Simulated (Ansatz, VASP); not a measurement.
One calculation of Ir, two programs

```
Ir
1.0
     2.16839    0.00000    0.00000
     0.00000    2.16839    0.00000
     0.00000    0.00000    2.16839
Ir
1
Cartesian
  0.0000 0.0000 0.0000
```

Change from the starting cell: volume scaled by 0.6, LAPW.

Alike in both runs: task single point; functional PBE; k mesh 17 × 17 × 17; occupations fermi-dirac, width 0.08 eV; no spin polarisation.

|  | VASP | Ansatz |
| --- | --- | --- |
| version | VASP 6.6.1 | Ansatz 0.2.0 |
| potentials or method | VASP PAW PBE potentials, release 64 (Ir), cutoff 520 eV | all-electron LAPW, scalar-relativistic |

|  | VASP | Ansatz | Ansatz less VASP |
| --- | --- | --- | --- |
| pressure (GPa) | 418.8 | 426.5 | +7.65 |

Ansatz ran all-electron here, so the differences hold the error of VASP's frozen core and of both bases.

Caveats: the cell as given lies far from equilibrium; so large a pressure means that the cell lies far from this level's equilibrium, or that cutoff or potentials fall short (VASP). Spin-orbit coupling is left out, which matters for the levels of Ir.
